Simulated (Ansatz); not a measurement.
# GaN: response to strain

GaN is deformed so: equal xx and yy strain of -1 %. What stress and forces result, by LAPW, PAW and all-electron datasets made for the crystal?

Program: Ansatz 0.2.0. Level of theory: DFT PBEsol, scalar-relativistic. These are calculated values, not measurements.

### Step 1. The starting structure

It takes space group Fm-3m (No. 225, cubic). The conventional cell has a = 3.985 Å, b = 3.985 Å, c = 3.985 Å, α = 90.00°, β = 90.00°, γ = 90.00°. Around Ga (site symmetry m-3m) lie 6 N at 1.99 Å. Around N (site symmetry m-3m) lie 6 Ga at 1.99 Å.

Structure file:

```cif
data_structure
_symmetry_space_group_name_H-M 'Fm-3m'
_symmetry_Int_Tables_number 225
_cell_length_a 3.9850
_cell_length_b 3.9850
_cell_length_c 3.9850
_cell_angle_alpha 90.000
_cell_angle_beta 90.000
_cell_angle_gamma 90.000
_cell_volume 63.28
loop_
_atom_site_label
_atom_site_type_symbol
_atom_site_symmetry_multiplicity
_atom_site_Wyckoff_symbol
_atom_site_fract_x
_atom_site_fract_y
_atom_site_fract_z
_atom_site_occupancy
Ga1 Ga 4 b 0.50000 0.00000 0.00000 1
N1 N 4 a 0.00000 0.00000 0.00000 1
```

The file gives the conventional cell by its symmetry; the runs use the cell typed in the input.

Atoms are numbered in the order of the input: Ga1, N2.

### Step 2. The deformed structure

Space group Fm-3m before, I4/mmm after.

### Step 3. Full-potential LAPW

Input file input.yaml:

```yaml
crystal:
  lattice:
    - [0.0, 1.972575, 1.9925]
    - [1.972575, 0.0, 1.9925]
    - [1.972575, 1.972575, 0.0]
  atoms:
    - { symbol: Ga, position: [0.5, 0.5, 0.5] }
    - { symbol: "N", position: [0.0, 0.0, 0.0] }
kpoints:
  mp_grid: { grid: [13, 13, 13] }
  band_path:
    path:
      - [0.0, 0.0, 0.0]
      - [0.0, 0.5, 0.5]
      - [0.25, 0.75, 0.5]
      - [0.0, 0.5, 0.0]
      - [0.0, 0.0, 0.0]
      - [0.5, 0.5, 0.0]
      - [0.3725125, 0.6274875, 0.0]
      - [-0.3725125, 0.3725125, 0.0]
      - [0.0, 0.0, 0.0]
    npoints: 5
scf:
  occupations: { method: fermi_dirac, width: 0.02 }
hamiltonian:
  xc: pbesol
  pseudopotentials: { kind: all_electron, lapw: { basis_error: 0.001 } }
output:
  forces: true
  stress: true
  eigenvalues: true
```

Run with:

```
$ ansatz run input.yaml --threads 1 --pin off --max-ram 3072MiB --backend cpu --events-out ev --progress --plain --runs-dir out
```

### Step 4. PAW on the default files

Input file input.yaml:

```yaml
crystal:
  lattice:
    - [0.0, 1.972575, 1.9925]
    - [1.972575, 0.0, 1.9925]
    - [1.972575, 1.972575, 0.0]
  atoms:
    - { symbol: Ga, position: [0.5, 0.5, 0.5] }
    - { symbol: "N", position: [0.0, 0.0, 0.0] }
kpoints:
  mp_grid: { grid: [13, 13, 13] }
scf:
  occupations: { method: fermi_dirac, width: 0.02 }
hamiltonian:
  xc: pbesol
  pseudopotentials: { kind: paw }
output:
  forces: true
  stress: true
  eigenvalues: true
  efg: { contact_densities: true }
  write_density: true
  write_potential: true
  elf: true
  volumetric_format: npy
```

### Step 5. Datasets made for this crystal

input.yaml: that of step 4 with these lines changed.

```diff
@@ -14,3 +14,3 @@
   xc: pbesol
-  pseudopotentials: { kind: paw }
+  pseudopotentials: { kind: all_electron, datasets: crystal }
 output:
@@ -20,5 +20 @@
   efg: { contact_densities: true }
-  write_density: true
-  write_potential: true
-  elf: true
-  volumetric_format: npy
```

(Steps that only read results are left out.)

Q: Predict the outcome of this session. Wanted: pressure; largest shear or deviatoric stress.

**Answer**, as computed:

```
                                 quantity                                              value
                                 pressure  LAPW 68.74, PAW 68.63, crystal datasets 68.74 GPa
largest shear or deviatoric stress (LAPW)                                           3.71 GPa
```

What this shows: The largest part of the stress beyond the pressure is 3.71 GPa in size, in the zz component; the atoms are carried along and not relaxed. No run of the undeformed cell stands beside it, so the pressure holds what the given cell had before the change. PAW: stress within 0.12 GPa of LAPW. Crystal datasets: stress within 0.01 GPa of LAPW.
